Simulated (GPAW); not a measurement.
# Au (Fm-3m) in GPAW: a series of runs, part 2 of 3

GPAW 26.7.0. Earlier steps stand in the parts before.

**4. Band structure, PBEint, spin-orbit coupling, no magnetisation**

Contents of run.py:

```python
import numpy as np
from ase.dft.bandgap import bandgap
from ase.io import read, write
from ase.units import GPa
from gpaw import GPAW, PW, setup_paths
from gpaw.spinorbit import soc_eigenstates

setup_paths.insert(0, '.')

atoms = read('POSCAR')

calc = GPAW(mode=PW(600),
            xc='GGA_X_PBEINT+GGA_C_PBEINT',
            kpts={'size': (11, 11, 11), 'gamma': True},
            occupations={'name': 'fermi-dirac', 'width': 0.05},
            nbands=14,
            convergence={'density': 1e-05, 'energy': 1e-05},
            maxiter=150,
            txt='gpaw.txt')
atoms.calc = calc
energy = atoms.get_potential_energy()
forces = atoms.get_forces()
stress = atoms.get_stress()
calc.write('gs.gpw')
write('result.traj', atoms)
print(f'Energy: {energy:.6f} eV')
print('Forces (eV/A):')
print(forces.round(4))
print('Stress (GPa):', (stress / GPa).round(3))
print('Fermi level:', round(calc.get_fermi_level(), 4), 'eV')
print(f'Gap: {bandgap(calc)[0]:.4f} eV, direct: {bandgap(calc, direct=True)[0]:.4f} eV')

path = atoms.cell.bandpath('GXWKGLUWLK,UX', npoints=80, eps=1e-4)
bs_calc = calc.fixed_density(kpts=path, symmetry='off', nbands=21,
                             convergence={'bands': 'CBM+6.0', 'eigenstates': 1e-6}, txt='bands.txt')
bs = bs_calc.band_structure()
bs.write('bs.json')
print(f'Gap on the path: {bandgap(bs_calc)[0]:.4f} eV')

soc = soc_eigenstates(bs_calc, theta=54.7, phi=45)
np.savetxt('soc_bands.dat', soc.eigenvalues(), fmt='%.4f')
mesh = soc_eigenstates('gs.gpw', theta=54.7, phi=45)
np.savetxt('soc_mesh.dat', mesh.eigenvalues(), fmt='%.4f')
print('Fermi level with spin-orbit coupling:', round(mesh.fermi_level, 4), 'eV')
```

Contents of POSCAR:

```
Au
1.0
    0.0000000000      2.0350000000      2.0350000000
    2.0350000000      0.0000000000      2.0350000000
    2.0350000000      2.0350000000      0.0000000000
Au
1
Direct
    0.0000000000      0.0000000000      0.0000000000
```

Potentials or basis: PAW data sets generated in the run's folder for this functional, pw.

On the command line:

```sh
> gpaw-setup -f GGA_X_PBEINT+GGA_C_PBEINT Au
> OMP_NUM_THREADS=1 python run.py
```

gpaw.txt:

```text
__  _  _
 | _ |_)|_||  |
 |__||  | ||/\| - 26.7.0

Input parameters:
  mode=PW(ecut=600.0),
  convergence={'density': 1e-05, 'energy': 1e-05},
  kpts=MonkhorstPack(size=(11, 11, 11), gamma=True),
  maxiter=150,
  nbands=14,
  occupations=Occupations(name='fermi-dirac', width=0.05),
  xc=XC(name='GGA_X_PBEINT+GGA_C_PBEINT')

Diagonalizing LCAO Hamiltonian
Converting LCAO to pw mode

       Au

Atoms  # Å, Bohr magnetons
|   | symbol |        x |        y |        z |    initial magnetic moments |
|---|--------|----------|----------|----------|-----------------------------|
| 0 |     Au | 0.000000 | 0.000000 | 0.000000 | ( 0.0000,  0.0000,  0.0000) |

Unit cell  # Å
| periodic |        x |        y |        z |  lengths |    angles |
|----------|----------|----------|----------|----------|-----------|
|      yes | 0.000000 | 2.035000 | 2.035000 | 2.877925 | 60.000000 |
|      yes | 2.035000 | 0.000000 | 2.035000 | 2.877925 | 60.000000 |
|      yes | 2.035000 | 2.035000 | 0.000000 | 2.877925 | 60.000000 |

Number of symmetries: 48
Symmetry operations  # r_c * U_cc + t_c -> r_c
|    | kind |            matrix            |
|----|------|------------------------------|
|  0 |  σ   |  1, 0, 0,  1, 0,-1,  1,-1, 0 |
|  1 |  C2  |  1, 0, 0,  1,-1, 0,  1, 0,-1 |
|  2 |  E   |  1, 0, 0,  0, 1, 0,  0, 0, 1 |
|  3 |  σ   |  1, 0, 0,  0, 0, 1,  0, 1, 0 |
|  4 |  C4  |  1, 0,-1,  1, 0, 0,  1,-1, 0 |
|  5 |  S6  |  1, 0,-1,  1,-1, 0,  1, 0, 0 |
|  6 |  σ   |  1, 0,-1,  0, 1,-1,  0, 0,-1 |
|  7 |  C3  |  1, 0,-1,  0, 0,-1,  0, 1,-1 |
[... 143 lines left out ...]
- Maximum integral of absolute [dens]ity change: 1e-05 electrons / valence electron
- Maximum [total energy] change in last 3 cyles: 1e-05 eV / valence electron
- Maximum integral of absolute [eigenst]ate change: 4e-08 eV^2 / valence electron
maximum number of iterations: 150

SCF iterations
|iter     | |      energy | eigst |  dens |
|---------|-|-------------|-------|-------|
|iter:   1| |   -3.872797 | -0.39 |       |
|iter:   2| |   -3.805806 | -2.86 | -1.06 |
|iter:   3| |   -3.551213 | -2.23 | -1.11 |
|iter:   4| |   -3.548834 | -4.19 | -2.04 |
|iter:   5| |   -3.548055 | -4.15 | -2.33 |
|iter:   6| |   -3.548053 | -7.57c| -3.78 |
|iter:   7| |   -3.548052c| -7.42c| -4.12 |
|iter:   8| |   -3.548052c| -9.02c| -5.28c|

Converged in 8 steps
Energy contributions relative to reference atoms: (reference = -516459.609459)

Energy contributions:
  Kinetic:          -8.836549
  Coulomb:           7.435063
  Zero:              0.158279
  External:          0.000000
  Xc:               -2.303977
  Entropy:          -0.001735
  Spinorbit:         0.000000
  ----------------------------
  Free energy:      -3.548920
  Extrapolated:     -3.548052

dipole moment: (-13.929627, -13.929627, -13.929627)  # |e|*Ang

Fermi level: 10.028
Eigenvalues  # (at kpt = [0.000, 0.000, 0.000])
| band index |      eig [eV] | occ [0-2] |
|------------|---------------|-----------|
|          0 |         0.020 |     2.000 |
|          1 |         5.285 |     2.000 |
|          2 |         5.285 |     2.000 |
|          3 |         5.285 |     2.000 |
|          4 |         6.834 |     2.000 |
|          5 |         6.834 |     2.000 |
|          6 |        25.704 |     0.000 |
|          7 |        29.591 |     0.000 |
|          8 |        29.591 |     0.000 |
|          9 |        29.591 |     0.000 |
|         10 |        33.547 |     0.000 |
|         11 |        38.053 |     0.000 |
|         12 |        38.053 |     0.000 |
|         13 |        38.053 |     0.000 |

No gap
No difference between direct/indirect transitions

Forces  # eV/Ang
|        x |       y |        z |
|----------|---------|----------|
| -0.00000 | 0.00000 | -0.00000 |  # Au   0

Stress tensor  # eV/Ang^3
|         x |         y |         z |
|-----------|-----------|-----------|
| -0.037732 | -0.000000 |  0.000000 |
| -0.000000 | -0.037732 | -0.000000 |
|  0.000000 | -0.000000 | -0.037732 |

# Writing to gs.gpw (mode='')
```

stdout:

```text
Energy: -3.548052 eV
Forces (eV/A):
[[-0.  0. -0.]]
Stress (GPa): [-6.045 -6.045 -6.045 -0.     0.    -0.   ]
Fermi level: 10.0275 eV
Gap: 0.0000 eV, direct: 0.0000 eV
Gap on the path: 0.0000 eV
Fermi level with spin-orbit coupling: 10.0715 eV
```

bands.txt:

```text
Diagonalizing LCAO Hamiltonian
Converting LCAO to pw mode
convergence criteria:
- Maximum integral of absolute [eigenst]ate change: 1e-06 eV^2 / valence electron
maximum number of iterations: 150

SCF iterations
|iter     | |      energy | eigst |  dens |
|---------|-|-------------|-------|-------|
[... 85 lines left out ...]
         [0.40277778, 0.40277778, 0.69444444],
         [0.38888889, 0.38888889, 0.72222222],
         [0.375     , 0.375     , 0.75      ],
         [0.625     , 0.25      , 0.625     ],
         [0.59375   , 0.1875    , 0.59375   ],
         [0.5625    , 0.125     , 0.5625    ],
         [0.53125   , 0.0625    , 0.53125   ],
         [0.5       , 0.        , 0.5       ]])),
  maxiter=150,
  nbands=21,
  occupations=Occupations(name='fermi-dirac', width=0.05),
  symmetry=Symmetry(point_group=False, time_reversal=False),
  xc=XC(name='GGA_X_PBEINT+GGA_C_PBEINT')
```

Wall time 13 s (1 thread of AMD EPYC 9R45 (Zen 5), shared host); peak memory 0.23 GiB.

Results:

| Property | Result |
| --- | --- |
| Free energy | -3.5489 eV |
| Pressure | 6.0 GPa |
| Band gap along the path | none (metal or under the smearing width) |

Levels at the corners of the path, in eV from the Fermi level:
```tsv
point	band 7	band 8	band 9	band 10	band 11	band 12	band 13	band 14
Γ	-4.17	-4.17	-2.94	-2.94	-2.94	-2.94	15.63	15.63
X	-2.06	-2.06	-0.96	-0.96	0.58	0.58	5.92	5.92
W	-3.18	-3.18	-1.58	-1.58	4.87	4.87	5.30	5.30
K	-2.96	-2.96	-1.88	-1.88	3.77	3.77	4.63	4.63
Γ	-4.17	-4.17	-2.94	-2.94	-2.94	-2.94	15.63	15.63
L	-2.32	-2.32	-1.55	-1.55	-1.32	-1.32	3.22	3.22
U	-2.96	-2.96	-1.88	-1.88	3.77	3.77	4.63	4.63
W	-3.18	-3.18	-1.58	-1.58	4.87	4.87	5.30	5.30
L	-2.32	-2.32	-1.55	-1.55	-1.32	-1.32	3.22	3.22
K	-2.96	-2.96	-1.88	-1.88	3.77	3.77	4.63	4.63
U	-2.96	-2.96	-1.88	-1.88	3.77	3.77	4.63	4.63
X	-2.06	-2.06	-0.96	-0.96	0.58	0.58	5.92	5.92
```

Caveat: with this Au data set, volumes or pressures lay over 1.5 % or 2 GPa off other programs in two to four cells of ten; spin-orbit coupling was added after a scalar SCF, so levels and gaps hold it while energy, forces, pressure and moments don't; this program's spin-orbit splittings come out too wide for heavy elements.

**5. Equation of state, PBE**

Contents of run.py:

```python
import spglib
from ase import Atoms
from ase.eos import EquationOfState
from ase.io import Trajectory, read
from ase.units import GPa
from gpaw import GPAW, PW

atoms = read('Au.cif')
cell, positions, numbers = spglib.find_primitive(
    (atoms.cell[:], atoms.get_scaled_positions(), atoms.numbers), symprec=1e-4)
atoms = Atoms(numbers, cell=cell, scaled_positions=positions, pbc=True)

traj = Trajectory('eos.traj', 'w')
volumes, energies = [], []
for x in [0.94, 0.96, 0.98, 1.0, 1.02, 1.04, 1.06]:
    a = atoms.copy()
    a.set_cell(atoms.cell * x**(1 / 3), scale_atoms=True)
    calc = GPAW(mode=PW(600),
                xc='PBE',
                kpts={'size': (11, 11, 11), 'gamma': True},
                occupations={'name': 'fermi-dirac', 'width': 0.05},
                nbands=14,
                convergence={'density': 1e-05, 'energy': 1e-05},
                maxiter=150,
                txt=f'eos-{x:.2f}.txt')
    a.calc = calc
    energies.append(a.get_potential_energy(force_consistent=True))
    volumes.append(a.get_volume())
    p = -a.get_stress()[:3].mean() / GPa
    calc.write(f'eos-{x:.2f}.gpw')
    traj.write(a)
    print(f'{x:.2f} {volumes[-1]:10.4f} A^3 {energies[-1]:14.6f} eV {p:9.3f} GPa', flush=True)

v0, e0, B = EquationOfState(volumes, energies, eos='birchmurnaghan').fit()
print(f'V0 = {v0:.4f} A^3, E0 = {e0:.6f} eV, B0 = {B / GPa:.2f} GPa')
```

Contents of Au.cif:

```cif
data_Au
_cell_length_a 4.07000000
_cell_length_b 4.07000000
_cell_length_c 4.07000000
_cell_angle_alpha 90.00000000
_cell_angle_beta 90.00000000
_cell_angle_gamma 90.00000000
_space_group_name_H-M_alt 'Fm-3m'
_space_group_name_Hall '-F 4 2 3'
_space_group_IT_number 225
loop_
_space_group_symop_operation_xyz
'x,y,z'
'-x,-y,-z'
'-y,x,z'
'y,-x,-z'
'-x,-y,z'
'x,y,-z'
'y,-x,z'
'-y,x,-z'
'x,-y,-z'
'-x,y,z'
'-y,-x,-z'
'y,x,z'
'-x,y,-z'
'x,-y,z'
'y,x,-z'
'-y,-x,z'
'z,x,y'
'-z,-x,-y'
'z,-y,x'
'-z,y,-x'
'z,-x,-y'
'-z,x,y'
'z,y,-x'
'-z,-y,x'
'-z,x,-y'
'z,-x,y'
'-z,-y,-x'
'z,y,x'
'-z,-x,y'
'z,x,-y'
'-z,y,x'
'z,-y,-x'
'y,z,x'
'-y,-z,-x'
'x,z,-y'
'-x,-z,y'
'-y,z,-x'
'y,-z,x'
'-x,z,y'
'x,-z,-y'
'-y,-z,x'
'y,z,-x'
'-x,-z,-y'
'x,z,y'
'y,-z,-x'
'-y,z,x'
'x,-z,y'
'-x,z,-y'
'x,y+1/2,z+1/2'
'-x,-y+1/2,-z+1/2'
'-y,x+1/2,z+1/2'
[... 62 lines left out ...]
'-z+1/2,-x,-y+1/2'
'z+1/2,-y,x+1/2'
'-z+1/2,y,-x+1/2'
'z+1/2,-x,-y+1/2'
'-z+1/2,x,y+1/2'
'z+1/2,y,-x+1/2'
'-z+1/2,-y,x+1/2'
'-z+1/2,x,-y+1/2'
'z+1/2,-x,y+1/2'
'-z+1/2,-y,-x+1/2'
'z+1/2,y,x+1/2'
'-z+1/2,-x,y+1/2'
'z+1/2,x,-y+1/2'
'-z+1/2,y,x+1/2'
'z+1/2,-y,-x+1/2'
'y+1/2,z,x+1/2'
'-y+1/2,-z,-x+1/2'
'x+1/2,z,-y+1/2'
'-x+1/2,-z,y+1/2'
'-y+1/2,z,-x+1/2'
'y+1/2,-z,x+1/2'
'-x+1/2,z,y+1/2'
'x+1/2,-z,-y+1/2'
'-y+1/2,-z,x+1/2'
'y+1/2,z,-x+1/2'
'-x+1/2,-z,-y+1/2'
'x+1/2,z,y+1/2'
'y+1/2,-z,-x+1/2'
'-y+1/2,z,x+1/2'
'x+1/2,-z,y+1/2'
'-x+1/2,z,-y+1/2'
'x+1/2,y+1/2,z'
'-x+1/2,-y+1/2,-z'
'-y+1/2,x+1/2,z'
'y+1/2,-x+1/2,-z'
'-x+1/2,-y+1/2,z'
'x+1/2,y+1/2,-z'
'y+1/2,-x+1/2,z'
'-y+1/2,x+1/2,-z'
'x+1/2,-y+1/2,-z'
'-x+1/2,y+1/2,z'
'-y+1/2,-x+1/2,-z'
'y+1/2,x+1/2,z'
'-x+1/2,y+1/2,-z'
'x+1/2,-y+1/2,z'
'y+1/2,x+1/2,-z'
'-y+1/2,-x+1/2,z'
'z+1/2,x+1/2,y'
'-z+1/2,-x+1/2,-y'
'z+1/2,-y+1/2,x'
'-z+1/2,y+1/2,-x'
'z+1/2,-x+1/2,-y'
'-z+1/2,x+1/2,y'
'z+1/2,y+1/2,-x'
'-z+1/2,-y+1/2,x'
'-z+1/2,x+1/2,-y'
'z+1/2,-x+1/2,y'
'-z+1/2,-y+1/2,-x'
'z+1/2,y+1/2,x'
'-z+1/2,-x+1/2,y'
'z+1/2,x+1/2,-y'
'-z+1/2,y+1/2,x'
'z+1/2,-y+1/2,-x'
'y+1/2,z+1/2,x'
'-y+1/2,-z+1/2,-x'
'x+1/2,z+1/2,-y'
'-x+1/2,-z+1/2,y'
'-y+1/2,z+1/2,-x'
'y+1/2,-z+1/2,x'
'-x+1/2,z+1/2,y'
'x+1/2,-z+1/2,-y'
'-y+1/2,-z+1/2,x'
'y+1/2,z+1/2,-x'
'-x+1/2,-z+1/2,-y'
'x+1/2,z+1/2,y'
'y+1/2,-z+1/2,-x'
'-y+1/2,z+1/2,x'
'x+1/2,-z+1/2,y'
'-x+1/2,z+1/2,-y'
loop_
_atom_site_label
_atom_site_type_symbol
_atom_site_symmetry_multiplicity
_atom_site_Wyckoff_symbol
_atom_site_fract_x
_atom_site_fract_y
_atom_site_fract_z
_atom_site_occupancy
Au1 Au 4 a 0.0000000000 0.0000000000 0.0000000000 1
```

Potentials or basis: GPAW PAW data sets (gpaw-data 1.2.1), pw.

On the command line:

```sh
> OMP_NUM_THREADS=1 python run.py
```

Run time: 34 s. Hardware: 1 thread of AMD EPYC 9R45 (Zen 5), shared host; peak memory 0.19 GiB.

It converged, with:

| Property | Result |
| --- | --- |
| Equilibrium volume | 18.19 Å³/atom (rough: see the caveat) |
| Bulk modulus | 139 GPa (rough) |

Energy against volume, from the lowest point:
```csv
volume (Å³/atom),energy (meV/atom)
15.843,179.31
16.181,124.48
16.518,81.36
16.855,48.50
17.192,24.68
17.529,8.84
17.866,0.00
```

Caveat: with this Au data set, volumes or pressures lay over 1.5 % or 2 GPa off other programs in two to four cells of ten; the minimum lies outside the volumes run. The run has no spin-orbit coupling, so splittings on Au are missing.

(Part 2 of 3 ends here.)
